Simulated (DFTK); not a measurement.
## HfO2 under changes of volume

One of the cells (11.152 Å³/atom); the others are scaled copies at fixed shape and fractional positions:

```
CELL_PARAMETERS angstrom
0.00000 2.55750 2.55750
2.55750 0.00000 2.55750
2.55750 2.55750 0.00000
ATOMIC_POSITIONS crystal
Hf 0.00000 0.00000 0.00000
O 0.75000 0.75000 0.75000
O 0.25000 0.25000 0.25000
```

Measurements of this composition are mostly on another form, of space group No. 14.

- Program: DFTK 0.8.2
- Functional: PBE
- Potentials or basis: dojo.nc.sr.pbe.v0_4_1.standard.upf (PBE)
- Cutoff: 1143 eV
- k mesh: 9 × 9 × 9
- Occupations: fermi-dirac, width 0.05 eV
- Spin: no spin polarisation

```tsv
volume (Å³/atom)	energy over the lowest point (meV/atom)	pressure (GPa)	gap on the mesh (eV)
10.483	15.18	11.2	4.05
10.706	3.67	5.3	3.99
10.929	0.00	0.0	3.93
11.152	3.36	-4.8	3.87
11.375	13.05	-9.1	3.82
11.598	?	?	?
11.821	48.91	-16.5	3.70
```

Question: What does the run at 11.598 Å³/atom give?

Answer: Energy over the lowest point 28.43 meV/atom; pressure -13.0 GPa; gap on the mesh 3.76 eV.

Worked out: A Birch-Murnaghan fit of order 3 (a polynomial in V^(-2/3)) to the other rows has its minimum at 10.93 Å³/atom with B0 = V·E''(V) = 247 GPa and B' = 4.2. It gives 28.42 meV/atom at 11.598 Å³/atom, against the run's 28.43, and -dE/dV = -12.9 GPa, against -13.0. A straight line through the other rows of the gap, of slope -2.9 eV per unit of ln V, gives 3.76 eV, against the run's 3.76.

Energies are extrapolated to zero smearing.

Caveats: spin-orbit coupling is left out, which moves the levels of the heavy elements; an odd mesh through Γ misses points on the zone boundary, where band edges often lie.
